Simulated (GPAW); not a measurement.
ZnO (zincite):

```
Zn O
1.0
     3.24931    0.00000    0.00000
    -1.62465    2.81398    0.00000
     0.00000    0.00000    5.20571
Zn O
2 2
Direct
  0.66667 0.33333 0.00000
  0.33333 0.66667 0.50000
  0.33333 0.66667 0.87901
  0.66667 0.33333 0.37901
```

- Program: GPAW 26.7.0
- Task: relaxation of cell and atoms
- Functional: r4SCAN
- Potentials or basis: GPAW PAW data sets (gpaw-data 1.2.1)
- Cutoff: 800 eV
- Basis: pw
- k mesh: 6 × 6 × 3
- Occupations: fermi-dirac, width 0.05 eV
- Spin: no spin polarisation

At the start: pressure -2.8 GPa; volume 11.90 Å³/atom.

Question: Where does the relaxation end?

Answer: Over 18 steps the energy falls by 4.3 meV/atom and the volume is 11.72 Å³/atom (-1.6 %); space group P6_3mc (No. 186, to 0.05 Å).

The path:
| step | energy change (eV) | largest force (eV/Å) | pressure (GPa) | volume (Å³) |
| --- | --- | --- | --- | --- |
| 1 | 0.0000 | 0.1847 | -2.83 | 47.60 |
| 2 | -0.0029 | 0.2205 | -2.49 | 47.49 |
| 3 | 0.2848 | 1.2985 | 15.06 | 43.55 |
| 4 | -0.0141 | 0.0957 | -0.18 | 46.88 |
| 5 | -0.0145 | 0.1048 | 0.13 | 46.80 |
| 6 | -0.0151 | 0.0948 | 0.33 | 46.75 |
| 7 | -0.0162 | 0.0383 | 0.61 | 46.67 |
| 8 | -0.0164 | 0.0510 | 0.53 | 46.69 |
| 9 | -0.0167 | 0.0488 | 0.35 | 46.75 |
| 10 | -0.0169 | 0.0516 | 0.13 | 46.81 |
| 11 | -0.0171 | 0.0383 | -0.05 | 46.87 |
| 12 | -0.0172 | 0.0210 | -0.11 | 46.89 |
| 13 | -0.0172 | 0.0216 | -0.10 | 46.89 |
| 14 | -0.0172 | 0.0287 | -0.08 | 46.88 |
| 15 | -0.0173 | 0.0430 | -0.05 | 46.87 |
| 16 | -0.0173 | 0.0455 | -0.02 | 46.87 |
| 17 | -0.0174 | 0.0293 | -0.01 | 46.86 |
| 18 | -0.0174 | 0.0118 | -0.01 | 46.86 |

Final structure:
```
CELL_PARAMETERS angstrom
3.22639 0.00000 0.00000
-1.61320 2.79414 0.00000
0.00000 0.00000 5.19808
ATOMIC_POSITIONS crystal
Zn 0.66667 0.33333 0.00517
Zn 0.33333 0.66667 0.50511
O 0.33333 0.66667 0.88491
O 0.66667 0.33333 0.38482
```

Caveat: the k mesh is coarse; later steps reuse the first step's grids; the PAW data sets were made with another functional, which shifts forces and pressure a little.
